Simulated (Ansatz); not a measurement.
A surface is cut from this relaxed crystal of CoSi2:

```xyz
3
Lattice="0.0000 -2.6563 -2.6563 2.6563 0.0000 -2.6563 2.6563 -2.6563 0.0000" Properties=species:S:1:pos:R:3 pbc="T T T"
Co    0.0000    0.0000    0.0000
Si    1.3281   -1.3281   -1.3281
Si    3.9844   -3.9844   -3.9844
```

Miller indices refer to the conventional cell of Fm-3m (No. 225), a = 5.313 Å, b = 5.313 Å, c = 5.313 Å, α = 90.00°, β = 90.00°, γ = 90.00°.

The (100) slab of 11 planes, 13.3 Å thick with 15 Å of vacuum as cut; outer planes Si (top) and Si (bottom).

The calculation used Ansatz, DFT PBEsol, scalar-relativistic, plane waves, PAW. Plane waves to 420 eV, a k mesh through Γ of 9×9×1 on the computed 17-atom cell and Gaussian smearing (0.10 eV); no spin polarisation. A dipole correction removes the field between periodic images along c.

The slab isn't stoichiometric (Co5Si12), so its surface energy depends on the chemical potentials; it is given with the excess atoms taken from the element's standard state, a limit at which the compound may itself be unstable, so the figure can be too low.

With the atoms at the bulk's places:

```json
{"Surface energy with the excess atoms taken from the elements": "1.79 J/m²", "Work function": "4.80 eV"}
```

(1) What changes when all atoms relax within this surface cell and its symmetry?

Results:

(1) The energy falls by 0.006 J/m² a face, and the largest move is 0.02 Å.

```json
{
 "Surface energy with the excess atoms taken from the elements": "1.78 J/m²",
 "Work function": "4.79 eV"
}
```

| plane (bottom to top) | atoms | spacing to next, bulk (Å) | relaxed (Å) | change (%) |
| --- | --- | --- | --- | --- |
| 1 | Si2 | 1.328 | 1.316 | -0.9 |
| 2 | Co | 1.328 | 1.321 | -0.5 |
| 3 | Si2 | 1.328 | 1.326 | -0.2 |
| 4 | Co | 1.328 | 1.351 | +1.7 |
| 5 | Si2 | 1.328 | 1.322 | -0.5 |
| 6 | Co | 1.328 | 1.322 | -0.5 |
| 7 | Si2 | 1.328 | 1.351 | +1.7 |
| 8 | Co | 1.328 | 1.326 | -0.2 |
| 9 | Si2 | 1.328 | 1.321 | -0.5 |
| 10 | Co | 1.328 | 1.316 | -0.9 |
| 11 | Si2 |  |  |  |